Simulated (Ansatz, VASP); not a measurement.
ZrC in VASP and in Ansatz

```
Zr C
1.0
     0.00000    2.37771    2.37771
     2.37771    0.00000    2.37771
     2.37771    2.37771    0.00000
Zr C
1 1
Direct
  0.50000 0.50000 0.50000
  0.00000 0.00000 0.00000
```

Alike in both runs: task single point; functional PBE; k mesh 16 × 16 × 16; occupations gaussian, width 0.1 eV; no spin polarisation.

|  | VASP | Ansatz |
| --- | --- | --- |
| version | VASP 6.6.1 | Ansatz 0.2.0 |
| potentials or method | VASP PAW PBE potentials, release 64 (Zr_sv, C) | scalar-relativistic, plane waves, PAW |
| plane-wave cutoff (eV) | 520 | 420 |
| valence electrons in the cell | 16 | 16 |

|  | VASP | Ansatz | Ansatz less VASP |
| --- | --- | --- | --- |
| gap on the k mesh at the Fermi level (eV) | none | none | - |
| pressure (GPa) | -6.0 | -6.2 | -0.23 |

A gap of «none» marks a metal or a gap that the smearing closes. With one functional, cell and mesh, what is left measures potentials, basis and numerics.
